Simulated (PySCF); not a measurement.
An unknown is described by computed data only.

Formula: C5H6N; charge +1.

| Item | Value |
| --- | --- |
| NMR, other nuclei | isotropic shieldings of nuclei other than C and H, by class: 56 (1 N) ppm [GIAO PBE0/pcSseg-1] |
| 1H NMR | chemical shifts (computed TMS as zero) by class: 10.88 (1 H), 9.44 (1 H), 8.88 (2 H), 8.77 (2 H) ppm [GIAO PBE0/pcSseg-1] |
| 13C NMR | chemical shifts (computed TMS as zero) by class: 161.0 (1 C), 147.2 (2 C), 138.4 (2 C) ppm [GIAO PBE0/pcSseg-1] |
| UV, first state | lowest singlet excitation: 5.61 eV (221 nm, f = 0.097) [TDDFT PBE0/def2-SVPD] |
| Polarisability | 55.3 au [PBE0/def2-SVPD] |
| Triplet | lowest triplet excitation (Tamm–Dancoff): 4.08 eV [TDA PBE0/def2-SVPD] |
| Rotational structure | rotational constants A, B, C: 5.904, 5.684, 2.896 GHz [GFN2-xTB] |

Gas-phase values; electronic properties from PySCF, density fitting. Levels stand in brackets. Isolated species at its GFN2-xTB geometry, gas phase. NMR values are class means; diastereotopic atoms form classes of their own.

**Question.** Give a SMILES that accounts for the data.

**Answer.** Numbering: `[cH:1]1[cH:2][cH:3][nH+:4][cH:5][cH:6]1`. 5 carbons fall into 3 classes; from least to most shielded: aromatic CH carbon [C1] (161.0 ppm), aromatic CH next to a ring nitrogen [C3/C5] (147.2 ppm, 2 C), aromatic CH carbon [C2/C6] (138.4 ppm, 2 C). Hydrogen classes from least to most shielded: 1 H on a pyridinium-type nitrogen, N4 (10.88 ppm), 1 H on an aromatic CH carbon, C1 (9.44 ppm), 2 H on 2 like atoms (aromatic CH next to a ring nitrogen), C3/C5 (8.88 ppm), 2 H on 2 aromatic CH carbons, C2/C6 (8.77 ppm). The other shieldings belong to: 56 ppm, pyridinium-type nitrogen [N4]. S1 is mainly HOMO→LUMO (weight 0.86); the largest Löwdin shares of the orbital it empties are 0.22 on each of 2 atoms of one kind (aromatic CH next to a ring nitrogen) and 0.18 on each of 2 atoms of one kind (aromatic CH carbon), of the orbital it fills 0.25 on an aromatic CH carbon, 0.20 on the pyridinium-type nitrogen and 0.15 on each of 2 atoms of one kind (aromatic CH next to a ring nitrogen). The optimised geometry has point group C2v and is an asymmetric top. Structure: `[nH+]1ccccc1`. The assignments are read from this structure; whether some other isomer fits the data as well wasn't checked.
